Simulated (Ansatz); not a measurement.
# BaTiO3: convergence and cost

One table from this session's results is given with a row withheld; the runs are named, their logs left out.

Method: DFT r2SCAN, scalar-relativistic, plane waves, PAW, in Ansatz 0.2.0.

1 further run of the same task is left out (set aside as unsound or not needed).

## The starting structure

It takes space group Amm2 (No. 38, orthorhombic). The conventional cell has a = 3.984 Å, b = 5.674 Å, c = 5.692 Å, α = 90.00°, β = 90.00°, γ = 90.00°. Around Ba (site symmetry mm2) lie 12 O at 2.80 to 2.89 Å. Around Ti (site symmetry mm2) lie 6 O at 1.95 to 2.07 Å. O (site symmetry mm2) is surrounded by 2 Ti at 1.99 Å and 4 Ba at 2.80 to 2.89 Å. O (site symmetry m) is surrounded by 2 Ti at 1.95 to 2.07 Å and 4 Ba at 2.82 to 2.84 Å.

Structure file:

```cif
data_structure
_symmetry_space_group_name_H-M 'P 1'
_symmetry_Int_Tables_number 1
_cell_length_a 3.9841
_cell_length_b 4.0184
_cell_length_c 4.0184
_cell_angle_alpha 89.824
_cell_angle_beta 90.000
_cell_angle_gamma 90.000
_cell_volume 64.33
loop_
_atom_site_label
_atom_site_type_symbol
_atom_site_fract_x
_atom_site_fract_y
_atom_site_fract_z
_atom_site_occupancy
Ba1 Ba 0.00000 0.00000 0.00000 1
Ti1 Ti 0.50000 0.50790 0.50790 1
O1 O 0.00000 0.49210 0.49210 1
O2 O 0.50000 0.50251 0.99371 1
O3 O 0.50000 0.99371 0.50251 1
```

Source of the structure: the Crystallography Open Database. It is taken as it stands there.

## The base input

File input.yaml:

```yaml
crystal:
  lattice:
    - [3.9841, 0.0, 0.0]
    - [0.0, 2.83705, 2.8458]
    - [0.0, -2.83705, 2.8458]
  atoms:
    - { symbol: Ba, position: [0.0, 0.0, 0.0] }
    - { symbol: Ti, position: [0.5, 0.5079, 0.5079] }
    - { symbol: O, position: [0.0, 0.4921, 0.4921] }
    - { symbol: O, position: [0.5, 0.50251, 0.99371] }
    - { symbol: O, position: [0.5, 0.99371, 0.50251] }
basis:
  ecutwfc: 500
kpoints:
  mp_grid: { grid: [8, 8, 8] }
hamiltonian:
  xc: r2scan
scf:
  occupations: { method: gaussian, width: 0.02 }
output:
  forces: true
  stress: true
  eigenvalues: true
  populations: true
```

Its results, from an earlier run: -2036.7590 eV/atom at zero smearing, pressure -1.31 GPa, largest force 0.221 eV/Å, gap on the mesh 2.20 eV, in 8 SCF cycles and 78 s.

The first run:

File input.yaml:

```yaml
crystal:
  lattice:
    - [3.9841, 0.0, 0.0]
    - [0.0, 2.83705, 2.8458]
    - [0.0, -2.83705, 2.8458]
  atoms:
    - { symbol: Ba, position: [0.0, 0.0, 0.0] }
    - { symbol: Ti, position: [0.5, 0.5079, 0.5079] }
    - { symbol: O, position: [0.0, 0.4921, 0.4921] }
    - { symbol: O, position: [0.5, 0.50251, 0.99371] }
    - { symbol: O, position: [0.5, 0.99371, 0.50251] }
basis:
  ecutwfc: 150
kpoints:
  mp_grid: { grid: [8, 8, 8] }
hamiltonian:
  xc: r2scan
scf:
  occupations: { method: gaussian, width: 0.02 }
output:
  forces: true
  stress: true
  eigenvalues: true
```

Started as:

```console
$ ansatz run input.yaml --threads 1 --pin off --max-ram 2560MiB --backend cpu --events-out ev --progress --plain --runs-dir out
```

Among the steps run: Plane-wave cutoff: 150 eV; Plane-wave cutoff set to 200 eV; Plane-wave cutoff: 250 eV; Plane-wave cutoff: 300 eV; Plane-wave cutoff: 350 eV; Plane-wave cutoff: 380 eV; Plane-wave cutoff: 460 eV; Plane-wave cutoff: 520 eV; Plane-wave cutoff set to 600 eV; Plane-wave cutoff set to 700 eV; Plane-wave cutoff: 850 eV.

One table of the session follows, with a row left open; its other results are not shown here.

It belongs to the step «What the plane-wave cutoff changes». 

| cutoff (eV) | ΔE (meV/atom) | pressure (GPa) | largest change of a force component (eV/Å) | gap on the mesh (eV) |
| --- | --- | --- | --- | --- |
| 150 | 16728 | 35.40 | 0.593 | 1.453 |
| 200 | 4722 | 4.77 | 0.931 | 1.807 |
| 250 | 1227 | -5.09 | 0.251 | 2.232 |
| 300 | 289 | -2.00 | 0.147 | 2.153 |
| 350 | 51.5 | -1.31 | 0.002 | 2.204 |
| 380 | 17.9 | -1.33 | 0.001 | 2.204 |
| 460 | ? | ? | ? | ? |
| 500 | 3.28 | -1.31 | 0.000 | 2.203 |
| 520 | 2.95 | -1.31 | 0.000 | 2.203 |
| 600 | 1.49 | -1.31 | 0.001 | 2.203 |
| 700 | 0.56 | -1.30 | 0.000 | 2.203 |
| 850 | 0.00 | -1.30 | 0.000 | 2.203 |

Q: Estimate the row for cutoff (eV) = 460 from the others.

Worked estimate for «ΔE (meV/atom)». A straight line through the neighbours (380, 17.9) and (500, 3.28) gives 17.9 + (3.28 − 17.9) × (460 − 380) / (500 − 380) = 8.15; a parabola fitted to 4 rows on both sides gives -9.24.

**Answer.** ΔE (meV/atom): 3.88; pressure (GPa): -1.30; largest change of a force component (eV/Å): 0.002; gap on the mesh (eV): 2.203. In «ΔE (meV/atom)» the line misses by +4.27 and the parabola by -13.12.

Caveats from the session: Warnings in the runs' records: cutoff below recommended.
